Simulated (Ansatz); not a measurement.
A 2-atom cell of AlP started from a crystallographic database (r2SCAN geometry), in Ansatz:

Space group F-43m (No. 216). a = 5.479 Å, b = 5.479 Å, c = 5.479 Å, α = 90.00°, β = 90.00°, γ = 90.00°

| atom | site | symmetry | x | y | z |
| --- | --- | --- | --- | --- | --- |
| Al | 4a | -43m | 0.0000 | 0.0000 | 0.0000 |
| P | 4d | -43m | 0.2500 | 0.2500 | 0.7500 |

G0W0@PBE with 225 empty bands, a screening cutoff of 180 eV and a 6×6×6 mesh (PAW, contour deformation) gives 2.378 eV over the mesh points, from a PBE gap of 1.599 eV; it sums over 229 bands with 229 plane waves in the screening and a wave cutoff of 420 eV. The G0W0 figures hold for the stated bands, cutoff and mesh and aren't extrapolated. Calculated for a static, non-magnetic cell.

(1) Estimate the gap with empty bands 93, screening cutoff 100 eV.

(2) Estimate the gap with potentials of the kind norm-conserving.

## Answers

(1) 2.261 eV (-0.117 eV), from a Kohn-Sham gap of 1.599 eV.

(2) 2.368 eV (-0.010 eV), from a Kohn-Sham gap of 1.597 eV.
